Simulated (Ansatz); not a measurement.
## Te2Mo in Ansatz: the effect of functional

The system is Te2Mo, a slab with vacuum.

```
Te Mo
1.0
     3.58381    0.00000    0.00000
    -1.79191    3.10367    0.00000
     0.00000    0.00000   17.64011
Te Mo
2 1
Cartesian
  0.0000 2.0691 1.8018
  0.0000 2.0691 15.8383
  0.0000 0.0000 0.0000
```

The cell isn't the ideal one: volume scaled by 1.02.

Alike in all runs:

```yaml
Program: Ansatz 0.2.0
Task: single point
Potentials_or_basis: Ansatz PAW
k_mesh: 9 × 9 × 2
Occupations: fermi-dirac, width 0.05 eV
Spin: no spin polarisation
```

| functional | cutoff | gap on the mesh (eV) | largest force (eV/Å) |
| --- | --- | --- | --- |
| LDA | 420 eV (not typed: the program's choice for these potentials) | 1.01 | 0.68 |
| PBEsol | 420 eV (not typed: the program's choice for these potentials) | ? | ? |
| r2SCAN | 500 eV (not typed: the program's choice for these potentials) | 1.09 | 0.29 |

Problem. What does the run with functional PBEsol give?

Solution. gap on the mesh 1.02 eV; largest force 0.44 eV/Å.

Caveats: odd divisions of the mesh miss points on the zone boundary, where band edges often lie, so the gap on the mesh can be too wide; spin-orbit coupling is left out, which moves the levels of the heavy elements; the PAW data sets come from PBE, with cores solved anew for the run's functional, which leaves a small shift of forces and pressure.

A k mesh can miss the band edges.
